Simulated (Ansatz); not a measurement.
**Al₃GaN₄: enthalpy under pressure, worked through**

Theory: Ansatz 0.2.0, DFT r2SCAN, scalar-relativistic, plane waves, PAW. (500 eV cutoff, 6×6×6 k-mesh, Gaussian smearing of 0.02 eV, no spin polarisation)

The relaxed crystal:

```
CELL_PARAMETERS angstrom
4.40124 0.00000 0.00000
0.00000 4.40124 0.00000
0.00000 0.00000 4.40124
ATOMIC_POSITIONS crystal
Al 0.50000 0.50000 0.00000
Al 0.50000 0.00000 0.50000
Al 0.00000 0.50000 0.50000
Ga 0.00000 0.00000 0.00000
N 0.74446 0.74446 0.25554
N 0.74446 0.25554 0.74446
N 0.25554 0.74446 0.74446
N 0.25554 0.25554 0.25554
```

Cell and atoms were relaxed at each target pressure within the start's symmetry (P-43m), at zero temperature; other phases can be more stable under pressure. H = E + PV with P the target; E is the free energy at the smearing used, whose derivative the pressure is, per atom and counted from zero pressure.

| P (GPa) | V (Å³/atom) | E − E0 (meV) | H − H0 (meV) |
| --- | --- | --- | --- |
| 0 | 10.657 | 0.0 | 0.0 |
| 2 | 10.556 | 0.6 | 132.4 |
| 5 | 10.412 | 3.8 | 328.7 |
| 10 | 10.193 | 14.0 | 650.2 |
| 20 | 9.816 | 49.1 | 1274.4 |

Task: Thermodynamics gives dH/dP = V along a relaxed path. Integrate V over P by the trapezoid rule and compare with the computed enthalpies.

Result: With 1 eV/Å³ = 160.22 GPa, each step adds the mean volume times ΔP / 160.22:
```
P (GPa)  ∫V dP (meV) H − H0 (meV) difference (meV)
      2        132.4         132.4               0.0
      5        328.7         328.7               0.0
     10        650.2         650.2               0.0
     20       1274.7        1274.4               0.3
```

V(P) curves upward, so the trapezoid rule runs high; integrating a smooth curve through the same points (P as a polynomial of degree 4 in ln V) puts that excess at about 0.4 meV at 20 GPa, against the 0.3 meV found.

Task: At 20 GPa, how much of the enthalpy change is stored energy and how much is the PV term?

Result: E rises by 49 meV/atom and PV is 20 × 9.816 / 160.22 = 1225 meV/atom, so PV makes 96 % of ΔH. So between rival structures at high pressure a small difference in volume can outweigh the difference in energy: 1 % of this volume is worth 12.3 meV/atom at this pressure.

Task: What bulk modulus do the lowest pressures give?

Result: From the pressures that the runs reached, -1.99 GPa (10.762 Å³) and 2.01 GPa (10.556 Å³), B = −ΔP/Δln V = 4.00 / 0.0193 = 207 GPa, a mean over that range.

Task: The gap is 3.985 eV at -1.99 GPa and 4.014 eV at 2.01 GPa. What pressure coefficient and volume deformation potential follow?

Result: dE_g/dP = 7.1 meV/GPa, and a_V = dE_g/d ln V = −B dE_g/dP = -1.46 eV. A gap that closes or barely moves under pressure is usual where the conduction edge lies away from the zone centre, has d character, or where the bands broaden faster than they shift. The band edges lie at other k points in the two runs, so this is a mean over different edges. Gaps are generalised Kohn–Sham gaps over the whole zone.